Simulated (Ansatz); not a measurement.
# ZrS2 (P-3m1) in Ansatz: a series of runs

One crystal, ZrS2, is run at these levels: LDA; tasks: single point, equation of state.

Program: Ansatz 0.2.0. These are calculated values, not measurements. Logs are shortened: lines on timing, memory, paths and dates and some standing lists are left out, and cuts for length are marked.

## 1. The structure

Symmetry: P-3m1, No. 164, trigonal system. Conventional cell: a = 3.691 Å, b = 3.691 Å, c = 6.041 Å, α = 90.00°, β = 90.00°, γ = 120.00°. Zr (site symmetry -3m) has 6 S at 2.57 Å as nearest neighbours. S (site symmetry 3m) has 3 Zr at 2.57 Å as nearest neighbours.

The cell is a database's computed one.

## 2. Single point, LDA, 22.34 Å³/atom (volume scaled by 0.94)

The input, input.yaml:

```yaml
crystal:
  lattice:
    - [3.6160270677, 0.0, 0.0]
    - [-1.8080135339, 3.1315713014, 0.0]
    - [0.0, 0.0, 5.9177551207]
  atoms:
    - { symbol: Zr, position: [0.0, 0.0, 0.0] }
    - { symbol: S, position: [0.3333333333, 0.6666666667, 0.23790997] }
    - { symbol: S, position: [0.6666666667, 0.3333333333, 0.76209003] }
kpoints:
  mp_grid: { grid: [8, 8, 5] }
scf:
  occupations: { method: fermi_dirac, width: 0.05 }
hamiltonian:
  xc: lda
  pseudopotentials: { kind: all_electron, lapw: { basis_error: 0.002 } }
output:
  forces: true
  stress: true
  eigenvalues: true
```

Potentials or basis: all-electron LAPW, scalar-relativistic.

The run is started by

```console
> ansatz run input.yaml --threads 2 --pin off --max-ram 6144MiB --backend cpu --events-out ev --progress --plain --runs-dir out
```

Output:

```text
Warning: RAYON_NUM_THREADS=2 ignored (pool sized by the plan → 2); use --threads N
LAPW: plane waves up to 7.400 Å⁻¹, error target 2.0e-3 eV per atom; small_component_spin mean_spin; S in spheres of 1.143 Å, 14 of its electrons in bands, Dirac shells []; Zr in spheres of 1.375 Å, 28 of its electrons in bands, Dirac shells [] (how accurate: hamiltonian.pseudopotentials.lapw.basis_error, Limitations)
Engine: ansatz 0.2.0, aarch64-unknown-linux-gnu
Pseudopotentials: kind: all_electron
Pseudopotential: Zr, LAPW, valence charge 28, lapw/all_electron/scalar/gaussian/Zr, Koelling and Harmon's equation, gaussian nucleus
Pseudopotential: S, LAPW, valence charge 14, lapw/all_electron/scalar/gaussian/S, Koelling and Harmon's equation, gaussian nucleus
Functional definition: SPW92
  exchange = slater_x
  correlation = pw_c
Crystal: 3 atoms, lattice volume = 67.012 Å³
Basis set: ecut = 208.61889886704142 eV, 463 PW (Γ), exchange–correlation at level 2
Bands: 34, of which v1, the nominal top of the filled ones, is band 28 counted from 1 (27 counted from 0)
Symmetry: 12 space group operations
Space group: P-3m1 (ITA 164), of the structure as read, at distance tolerance 4.1e-5 Å
k-points: 40 of 320
Non-local potential: Zr, projectors of the file, none
Non-local potential: S, projectors of the file, none
Initial density: superposition of atomic densities (chi_scale 0.1, normalization cell, long waves kept (reshape's long-wave potential 0.13 eV rms))
Initial wavefunctions: plane waves of lowest kinetic energy (no species holds an atomic orbital)
Functional: x = slater, c = lda
iter 1 solved again at ethr=3.62e-3 eV; its pass at ethr=1.00e-1 eV (dr2=2.03e0 eV) is discarded
SCF iter   1: F=—  HF=-119486.845092 eV  |F-HF|=—  |Δ(HF+E_count)|=         —  Δρ=4.56e-2  dr2=2.03e0  ethr=3.62e-3  ⟨swp⟩=2.0  Hψ=9218  notcnv=0
preconditioner: auto → Resta (q_TF=auto, 2.648 Å⁻¹)  ε∞=4.5  [insulator: Δε(μ)=1.716 eV  Ē_g=9.681 eV  σ=0.050 eV  W_gap=1.00  n_scr=22 (ndim 8)  ℏωp=18.1 eV  f_vac=0.123  D(μ)=0.00/eV (n_scr^D=0)  ε∞_Penn≈4.5]
SCF iter   2: F=—  HF=-119486.138649 eV  |F-HF|=—  |Δ(HF+E_count)|=   7.06e-1  Δρ=1.80e-2  dr2=4.32e-1  ethr=3.62e-3  ⟨swp⟩=2.1  Hψ=4086  notcnv=0
SCF iter   3: F=—  HF=-119486.056399 eV  |F-HF|=—  |Δ(HF+E_count)|=   8.22e-2  Δρ=1.08e-2  dr2=1.20e-1  ethr=7.72e-4  ⟨swp⟩=3.0  Hψ=4302  notcnv=0
iter 4 solved again at ethr=1.14e-5 eV; its pass at ethr=2.14e-4 eV (dr2=6.40e-3 eV) is discarded
SCF iter   4: F=—  HF=-119486.030124 eV  |F-HF|=—  |Δ(HF+E_count)|=         —  Δρ=2.37e-3  dr2=6.36e-3  ethr=1.14e-5  ⟨swp⟩=2.0  Hψ=6995  notcnv=0
the basis was enlarged: its passes take 95.1 KiB over the memory plan, 2 of 2 planned eigensolver slots
SCF iter   5: F=—  HF=-119486.029894 eV  |F-HF|=—  |Δ(HF+E_count)|=   2.30e-4  Δρ=5.53e-4  dr2=2.38e-4  ethr=1.14e-5  ⟨swp⟩=2.2  Hψ=4017  notcnv=0
SCF iter   6: F=—  HF=-119486.029994 eV  |F-HF|=—  |Δ(HF+E_count)|=   9.98e-5  Δρ=1.17e-4  dr2=1.78e-5  ethr=4.25e-7  ⟨swp⟩=2.0  Hψ=4007  notcnv=0
SCF iter   7: F=—  HF=-119486.029996 eV  |F-HF|=—  |Δ(HF+E_count)|=   1.92e-6  Δρ=4.69e-5  dr2=2.49e-6  ethr=3.18e-8  ⟨swp⟩=2.9  Hψ=4083  notcnv=0
SCF iter   8: F=—  HF=-119486.029997 eV  |F-HF|=—  |Δ(HF+E_count)|=   1.18e-6  Δρ=1.21e-5  dr2=1.84e-7  ethr=4.45e-9  ⟨swp⟩=3.0  Hψ=4127  notcnv=0
SCF iter   9: F=-119486.029997 eV  HF=-119486.029997 eV  |F-HF|=2.93e-8  |Δ(HF+E_count)|=   1.80e-8  Δρ=3.98e-6  dr2=1.61e-8  ethr=3.28e-10  ⟨swp⟩=3.0  Hψ=4062  notcnv=0
SCF 1 converged in 9 iterations: F = -119486.029997 eV  dr2 = 1.61e-8
SCF converged after 9 iterations
Free energy (F): -119486.029997 eV
Harris-Foulkes:  -119486.029997 eV  (|F-HF|=2.93e-8)
Internal energy: -119486.029990 eV  (E = F + TS)
E sigma→0 (E₀):  -119486.029994 eV
Entropy (-TS):   -0.000007 eV (-0.002 meV/atom)
Fermi energy:    8.564092 eV
--- Per-component energies (eV) ---
  E_band       = -6037.820643
  E_kinetic    = 122752.363952
  E_xc         = -4333.249186
  E_electrostatic = -237905.144757  (all electrons and nuclei)
  E_smearing   = -0.000007  (= −TS)
  E_closure    = 0.000000  (closes the sum)
  E_atoms      = -119463.887455  (free atoms, spherical and without spin; not in F)
  Σ components = -119486.029997   (vs F -119486.029997, Δ=0.00e0)
  Basis errors (estimates in eV, not in F): energy 9.0e-4 per atom: plane waves 8.2e-4 (5.0e-4 summed), levels above the bands 1.6e-49, relativity 3.9e-9, radial functions 8.3e-5, core shells 1.1e-6; eigenvalues (radial functions only) 3.6e-6; not estimated: angular momenta, meshes, grids; target (lapw.basis_error) 2.0e-3; muffin-tin radii S 1.143 Å, Zr 1.375 Å
--- Forces (eV/Å), atoms counted from 1 ---
  atom   1  Zr     0.00000000     0.00000000     0.00000000
  atom   2  S      0.00000000     0.00000000     0.44708976
  atom   3  S     -0.00000000     0.00000000    -0.44708976
  max |Σ_I F_I| component: 1.85e-17 eV/Å
--- Stress (GPa, compression-positive) ---
        0.936328      -0.000000       0.000000
        0.000000       0.936328      -0.000000
        0.000000      -0.000000       1.603458
  P = ⅓ Tr σ = 1.1587 GPa (11.587 kbar)
--- Band table (eV; the first three rows and the last of 40) ---
  k-point 0: bands = ["-302.9701", "-302.9701", "-302.9682", "-195.2946", "-195.2946", "-160.7965", "-160.7965", "-160.7954", "-160.7754", "-160.7754", "-140.9853", "-140.9853", "-140.9835", "-140.9835", "-140.9835", "-140.9835", "-40.5209", "-18.6909", "-18.5153", "-18.5153", "-4.7212", "-3.0960", "3.5273", "5.1224", "5.1224", "8.0421", "8.0552", "8.0552", "9.6099", "9.6099", "10.5103", "13.3453", "13.3453", "13.9023"]
  k-point 1: bands = ["-302.9701", "-302.9701", "-302.9682", "-195.2946", "-195.2946", "-160.7965", "-160.7965", "-160.7954", "-160.7754", "-160.7754", "-140.9853", "-140.9853", "-140.9835", "-140.9835", "-140.9835", "-140.9835", "-40.5209", "-18.6912", "-18.5153", "-18.5153", "-4.6559", "-3.2090", "3.8021", "5.1325", "5.1325", "7.4537", "8.0157", "8.0157", "9.5987", "9.5987", "10.7300", "13.4635", "13.4635", "13.9696"]
  k-point 2: bands = ["-302.9701", "-302.9701", "-302.9682", "-195.2946", "-195.2946", "-160.7965", "-160.7965", "-160.7954", "-160.7754", "-160.7754", "-140.9854", "-140.9853", "-140.9835", "-140.9835", "-140.9835", "-140.9835", "-40.5209", "-18.6915", "-18.5152", "-18.5152", "-4.5268", "-3.4119", "4.4138", "5.1492", "5.1492", "6.4870", "7.9531", "7.9531", "9.5803", "9.5803", "10.9210", "13.6677", "13.6677", "14.2479"]
  k-point 39: bands = ["-302.9701", "-302.9701", "-302.9682", "-195.2946", "-195.2946", "-160.7965", "-160.7965", "-160.7954", "-160.7754", "-160.7754", "-140.9853", "-140.9853", "-140.9835", "-140.9835", "-140.9835", "-140.9835", "-40.4936", "-18.7814", "-18.6910", "-18.6091", "-3.4350", "-3.1978", "4.1219", "4.5020", "5.2284", "5.9213", "6.1602", "6.6024", "10.1453", "11.1268", "11.2997", "13.3572", "14.3308", "15.6322"]
```

It took 8.3 s on 2 threads of Arm Neoverse V1, shared host; peak memory 0.33 GiB.

Results:

| Item | Value |
| --- | --- |
| Free energy | -119486.0300 eV |
| Pressure | 1.2 GPa |
| Largest force | 0.447 eV/Å |
| Band gap on the k mesh | 0.90 eV, indirect (least direct gap 1.55 eV) |

Caveat: an odd mesh through Γ misses points on the zone boundary, where band edges often lie.

## 3. Single point, LDA, 22.81 Å³/atom (volume scaled by 0.96)

input.yaml, as its differences from that of step 2:

```diff
@@ -2,5 +2,5 @@
   lattice:
-    - [3.6160270677, 0.0, 0.0]
-    - [-1.8080135339, 3.1315713014, 0.0]
-    - [0.0, 0.0, 5.9177551207]
+    - [3.6414928861, 0.0, 0.0]
+    - [-1.8207464431, 3.1536253471, 0.0]
+    - [0.0, 0.0, 5.9594308256]
   atoms:
```

Potentials or basis: all-electron LAPW, scalar-relativistic.

The run is started by

```console
> ansatz run input.yaml --threads 2 --pin off --max-ram 6144MiB --backend cpu --events-out ev --progress --plain --runs-dir out
```

It took 8.2 s on 2 threads of Arm Neoverse V1, shared host; peak memory 0.34 GiB.

The run converged. Its results:

```
Free energy            : -119486.0308 eV
Pressure               : -0.9 GPa
Largest force          : 0.180 eV/Å
Band gap on the k mesh : 0.91 eV, indirect (least direct gap 1.56 eV)
```

Caveat: an odd mesh through Γ misses points on the zone boundary, where band edges often lie.

## 4. Single point, LDA, 23.29 Å³/atom (volume scaled by 0.98)

input.yaml, as its differences from that of step 3:

```diff
@@ -2,5 +2,5 @@
   lattice:
-    - [3.6414928861, 0.0, 0.0]
-    - [-1.8207464431, 3.1536253471, 0.0]
-    - [0.0, 0.0, 5.9594308256]
+    - [3.6666074238, 0.0, 0.0]
+    - [-1.8333037119, 3.1753751747, 0.0]
+    - [0.0, 0.0, 6.0005316473]
   atoms:
```

The run is started by

```console
> ansatz run input.yaml --threads 2 --pin off --max-ram 6144MiB --backend cpu --events-out ev --progress --plain --runs-dir out
```

Run time: 8.2 s. Hardware: 2 threads of Arm Neoverse V1, shared host; peak memory 0.33 GiB.

The run converged. Its results:

```
Free energy            : -119486.0139 eV
Pressure               : -2.8 GPa
Largest force          : 0.067 eV/Å
Band gap on the k mesh : 0.92 eV, indirect (least direct gap 1.55 eV)
```

Caveat: an odd mesh through Γ misses points on the zone boundary, where band edges often lie.

## 5. Single point, LDA, 23.76 Å³/atom

input.yaml, as its differences from that of step 4:

```diff
@@ -2,5 +2,5 @@
   lattice:
-    - [3.6666074238, 0.0, 0.0]
-    - [-1.8333037119, 3.1753751747, 0.0]
-    - [0.0, 0.0, 6.0005316473]
+    - [3.6913825498, 0.0, 0.0]
+    - [-1.8456912749, 3.1968310632, 0.0]
+    - [0.0, 0.0, 6.04107701]
   atoms:
```

The run is started by

```console
> ansatz run input.yaml --threads 2 --pin off --max-ram 6144MiB --backend cpu --events-out ev --progress --plain --runs-dir out
```

It took 8.2 s on 2 threads of Arm Neoverse V1, shared host; peak memory 0.34 GiB.

Results (log left out):

```yaml
Free_energy: -119485.9811 eV
Pressure: -4.5 GPa
Largest_force: 0.297 eV/Å
Band_gap_on_the_k_mesh: 0.94 eV, indirect (least direct gap 1.53 eV)
```

Caveat: an odd mesh through Γ misses points on the zone boundary, where band edges often lie.

## 6. Single point, LDA, 24.24 Å³/atom (volume scaled by 1.02)

input.yaml, as its differences from that of step 5:

```diff
@@ -2,5 +2,5 @@
   lattice:
-    - [3.6913825498, 0.0, 0.0]
-    - [-1.8456912749, 3.1968310632, 0.0]
-    - [0.0, 0.0, 6.04107701]
+    - [3.7158295043, 0.0, 0.0]
+    - [-1.8579147522, 3.2180027468, 0.0]
+    - [0.0, 0.0, 6.0810853085]
   atoms:
```

Potentials or basis: all-electron LAPW, scalar-relativistic.

The run is started by

```console
> ansatz run input.yaml --threads 2 --pin off --max-ram 6144MiB --backend cpu --events-out ev --progress --plain --runs-dir out
```

It took 8.1 s on 2 threads of Arm Neoverse V1, shared host; peak memory 0.33 GiB.

The run converged. Its results:

```
Free energy            : -119485.9339 eV
Pressure               : -6.0 GPa
Largest force          : 0.510 eV/Å
Band gap on the k mesh : 0.95 eV, indirect (least direct gap 1.52 eV)
```

Caveat: an odd mesh through Γ misses points on the zone boundary, where band edges often lie.

## 7. Single point, LDA, 24.71 Å³/atom (volume scaled by 1.04)

input.yaml, as its differences from that of step 6:

```diff
@@ -2,5 +2,5 @@
   lattice:
-    - [3.7158295043, 0.0, 0.0]
-    - [-1.8579147522, 3.2180027468, 0.0]
-    - [0.0, 0.0, 6.0810853085]
+    - [3.7399589434, 0.0, 0.0]
+    - [-1.8699794717, 3.2388994541, 0.0]
+    - [0.0, 0.0, 6.1205739819]
   atoms:
```

The run is started by

```console
> ansatz run input.yaml --threads 2 --pin off --max-ram 6144MiB --backend cpu --events-out ev --progress --plain --runs-dir out
```

It took 8 s on 2 threads of Arm Neoverse V1, shared host; peak memory 0.33 GiB.

The run converged. Its results:

| Quantity | Value |
| --- | --- |
| Free energy | -119485.8739 eV |
| Pressure | -7.4 GPa |
| Largest force | 0.708 eV/Å |
| Band gap on the k mesh | 0.95 eV, indirect (least direct gap 1.51 eV) |

Caveat: an odd mesh through Γ misses points on the zone boundary, where band edges often lie.

## 8. Single point, LDA, 25.19 Å³/atom (volume scaled by 1.06)

input.yaml, as its differences from that of step 7:

```diff
@@ -2,5 +2,5 @@
   lattice:
-    - [3.7399589434, 0.0, 0.0]
-    - [-1.8699794717, 3.2388994541, 0.0]
-    - [0.0, 0.0, 6.1205739819]
+    - [3.7637809802, 0.0, 0.0]
+    - [-1.8818904901, 3.2595299432, 0.0]
+    - [0.0, 0.0, 6.1595595806]
   atoms:
```

The run is started by

```console
> ansatz run input.yaml --threads 2 --pin off --max-ram 6144MiB --backend cpu --events-out ev --progress --plain --runs-dir out
```

Wall time 8 s (2 threads of Arm Neoverse V1, shared host); peak memory 0.33 GiB.

It converged, with:

```yaml
Free_energy: -119485.8023 eV
Pressure: -8.6 GPa
Largest_force: 0.892 eV/Å
Band_gap_on_the_k_mesh: 0.96 eV, indirect (least direct gap 1.49 eV)
```

Caveat: an odd mesh through Γ misses points on the zone boundary, where band edges often lie.

## 9. Equation of state, LDA

Potentials or basis: all-electron LAPW, scalar-relativistic.

No new run: the results of the series are fitted here.

What came out:

```yaml
Equilibrium_volume: 22.59 Å³/atom
Bulk_modulus_at_fixed_shape_and_positions: 99 GPa
Pressure_derivative_of_the_bulk_modulus: 4.1
```

Energy against volume, from the lowest point:
| volume (Å³/atom) | energy (meV/atom) |
| --- | --- |
| 22.337 | 0.27 |
| 22.813 | 0.00 |
| 23.288 | 5.63 |
| 23.763 | 16.58 |
| 24.238 | 32.30 |
| 24.714 | 52.30 |
| 25.189 | 76.16 |

Caveat: the cell was scaled at fixed shape and fractional positions, which overstates the stiffness of a crystal with free parameters, most of all of layers and chains.
